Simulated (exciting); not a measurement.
# BeS (F-43m) in exciting: single point with RPBE

Aim: the single point of BeS with RPBE.

All numbers are computed with exciting (release sodium); they aren't measurements. Logs are shortened: lines on timing, memory, paths and dates and some standing lists are left out, and cuts for length are marked.

### 1 The crystal as given

Symmetry: F-43m, No. 216, cubic system. The conventional cell has a = 4.850 Å, b = 4.850 Å, c = 4.850 Å, α = 90.00°, β = 90.00°, γ = 90.00°. S (site symmetry -43m) is surrounded by 4 Be at 2.10 Å. Be (site symmetry -43m) is surrounded by 4 S at 2.10 Å.

### 2 Single point, RPBE

The input, input.xml:

```xml
<input>
  <title>BeS</title>
  <structure speciespath="./" tshift="false">
    <crystal scale="1">
      <basevect>0.000000000000 4.582585852217 4.582585852217</basevect>
      <basevect>4.582585852217 0.000000000000 4.582585852217</basevect>
      <basevect>4.582585852217 4.582585852217 0.000000000000</basevect>
    </crystal>
    <species speciesfile="S.xml" rmt="1.9">
      <atom coord="0.750000000000 0.750000000000 0.750000000000"/>
    </species>
    <species speciesfile="Be.xml" rmt="1.45">
      <atom coord="0.000000000000 0.000000000000 0.000000000000"/>
    </species>
  </structure>
  <groundstate do="fromscratch" ngridk="9 9 9" rgkmax="7" gmaxvr="14" lmaxapw="10" lmaxmat="10" lmaxvr="8" stype="Gaussian" swidth="0.00073499" nempty="10" ValenceRelativity="iora*" epsengy="1e-05" epspot="1e-05" maxscl="60" tforce="true" outputlevel="high">
    <libxc exchange="XC_GGA_X_RPBE" correlation="XC_GGA_C_PBE"/>
  </groundstate>
  <properties>
    <chargedensityplot>
      <plot3d>
        <box grid="18 18 18">
          <origin coord="0 0 0"/>
          <point coord="1 0 0"/>
          <point coord="0 1 0"/>
          <point coord="0 0 1"/>
        </box>
      </plot3d>
    </chargedensityplot>
    <elfplot>
      <plot3d>
        <box grid="18 18 18">
          <origin coord="0 0 0"/>
          <point coord="1 0 0"/>
          <point coord="0 1 0"/>
          <point coord="0 0 1"/>
        </box>
      </plot3d>
    </elfplot>
    <exccplot>
      <plot3d>
        <box grid="18 18 18">
          <origin coord="0 0 0"/>
          <point coord="1 0 0"/>
          <point coord="0 1 0"/>
          <point coord="0 0 1"/>
        </box>
      </plot3d>
    </exccplot>
  </properties>
</input>
```

Potentials or basis: all-electron LAPW+lo, shipped species files, valence relativity iora*.

Command:

```console
OMP_NUM_THREADS=1 exciting_smp
```

INFO.OUT:

```text
================================================================================
EXCITING SODIUM started
[... 10 lines left out ...]

 Lattice vectors (cartesian) :
      0.0000000000      4.5825858522      4.5825858522
      4.5825858522      0.0000000000      4.5825858522
      4.5825858522      4.5825858522      0.0000000000

 Reciprocal lattice vectors (cartesian) :
     -0.6855502013      0.6855502013      0.6855502013
      0.6855502013     -0.6855502013      0.6855502013
      0.6855502013      0.6855502013     -0.6855502013

 Unit cell volume                           :     192.4694590059
 Brillouin zone volume                      :       1.2887770077

 Species :    1 (S)
     parameters loaded from                 :    S.xml
     name                                   :    sulphur
     nuclear charge                         :     -16.00000000
     electronic charge                      :      16.00000000
     atomic mass                            :   58452.74216000
     muffin-tin radius                      :       1.90000000
     # of radial points in muffin-tin       :     300

     atomic positions (lattice) :
       1 :   0.75000000  0.75000000  0.75000000

 Species :    2 (Be)
     parameters loaded from                 :    Be.xml
     name                                   :    beryllium
     nuclear charge                         :      -4.00000000
     electronic charge                      :       4.00000000
     atomic mass                            :   16428.20279000
     muffin-tin radius                      :       1.45000000
     # of radial points in muffin-tin       :     250

     atomic positions (lattice) :
       1 :   0.00000000  0.00000000  0.00000000

 Total number of atoms per unit cell        :       2

 Spin treatment                             :    spin-unpolarised

 Number of Bravais lattice symmetries       :      48
 Number of crystal symmetries               :      24

 k-point grid                               :       9    9    9
 Total number of k-points                   :      55
[... 45 lines left out ...]
********************************************************************************
 Output level for this task is set to high

++++++++++++++++++++++++++++++++++++++++++++++++++++++++++++++++++++++++++++++++
[... 5 lines left out ...]
+ SCF iteration number :    1                                                  +
++++++++++++++++++++++++++++++++++++++++++++++++++++++++++++++++++++++++++++++++
 Total energy                               :      -415.50200337
 _______________________________________________________________
 Fermi energy                               :         0.20424175
 Kinetic energy                             :       415.14677112
 Coulomb energy                             :      -801.84789944
 Exchange energy                            :       -28.04133676
 Correlation energy                         :        -0.75953828
 Sum of eigenvalues                         :      -230.50653349
 Effective potential energy                 :      -645.65330461
 Coulomb potential energy                   :      -608.61918426
 xc potential energy                        :       -37.03412035
 Hartree energy                             :       127.73464854
 Electron-nuclear energy                    :      -864.08848135
[... 982 lines left out ...]
 RMS change in effective potential (target) :  0.152547E-05  ( 0.100000E-04)
 Absolute change in total energy   (target) :  0.479800E-05  ( 0.100000E-04)
 Charge distance                   (target) :  0.319451E-07  ( 0.100000E-04)
 Abs. change in max-nonIBS-force   (target) :   0.00000      ( 0.500000E-04)

++++++++++++++++++++++++++++++++++++++++++++++++++++++++++++++++++++++++++++++++
| Convergency criteria checked for the last 2 iterations                       +
| Convergence targets achieved. Performing final SCF iteration                 +
++++++++++++++++++++++++++++++++++++++++++++++++++++++++++++++++++++++++++++++++
 Total energy                               :      -414.20467880
 _______________________________________________________________
 Fermi energy                               :         0.22468111
 Kinetic energy                             :       415.84264994
 Coulomb energy                             :      -801.29395959
 Exchange energy                            :       -27.99269899
 Correlation energy                         :        -0.76067016
 Sum of eigenvalues                         :      -229.73741110
 Effective potential energy                 :      -645.58006103
 Coulomb potential energy                   :      -608.60821028
 xc potential energy                        :       -36.97185075
 Hartree energy                             :       127.19168267
 Electron-nuclear energy                    :      -862.99157562
 Nuclear-nuclear energy                     :       -65.49406664
 Madelung energy                            :      -496.98985445
 Core-electron kinetic energy               :         0.00000000
[... 14 lines left out ...]
 Estimated fundamental gap                  :         0.12226520
        valence-band maximum at    1      0.0000  0.0000  0.0000
     conduction-band minimum at   31      0.4444  0.4444  0.0000

++++++++++++++++++++++++++++++++++++++++++++++++++++++++++++++++++++++++++++++++
+ Self-consistent loop stopped                                                 +
++++++++++++++++++++++++++++++++++++++++++++++++++++++++++++++++++++++++++++++++
 STATE.OUT is written

--------------------------------------------------------------------------------
- Writing atomic positions and forces                                          -
--------------------------------------------------------------------------------

 Atomic positions (lattice) :
 atom     1   S  :     0.75000000    0.75000000    0.75000000
 atom     2  Be  :     0.00000000    0.00000000    0.00000000

 Total atomic forces including IBS (cartesian) :
 atom     1   S  :    -0.00000000    0.00000000    0.00000000
 atom     2  Be  :     0.00000000   -0.00000000   -0.00000000

 Atomic force components including IBS (cartesian) :
 atom     1   S  :     0.00000000   -0.00000000    0.00000000   HF force
                 :     0.00000000   -0.00000000   -0.00000000   core correction
                 :    -0.00000000    0.00000000   -0.00000000   IBS correction
 atom     2  Be  :    -0.00000000    0.00000000   -0.00000000   HF force
                 :    -0.00000000    0.00000000    0.00000000   core correction
                 :     0.00000000   -0.00000000    0.00000000   IBS correction

********************************************************************************
* Groundstate module stopped                                                   *
********************************************************************************

================================================================================
| EXCITING SODIUM stopped                                                      =
================================================================================
```

It took 4.3 min on 1 thread of Arm Neoverse V1, shared host; peak memory 0.12 GiB.

Results:

- Free energy: -11271.0835 eV
- Band gap on the k mesh: 3.33 eV, indirect (least direct gap 5.72 eV)
- All electrons inside the program's atomic spheres: S 13.67; Be 2.39 (radii S 1.9, Be 1.45 bohr)

Levels at points of the mesh, in eV from the valence-band top:
```csv
k point,band 1,band 2,band 3,band 4,band 5,band 6,band 7,band 8,band 9
"(0.00, 0.00, 0.00)",-13.67,0.00,0.00,0.00,5.72,5.72,5.72,6.04,12.65
```

Caveat: an odd mesh through Γ misses points on the zone boundary, where band edges often lie.
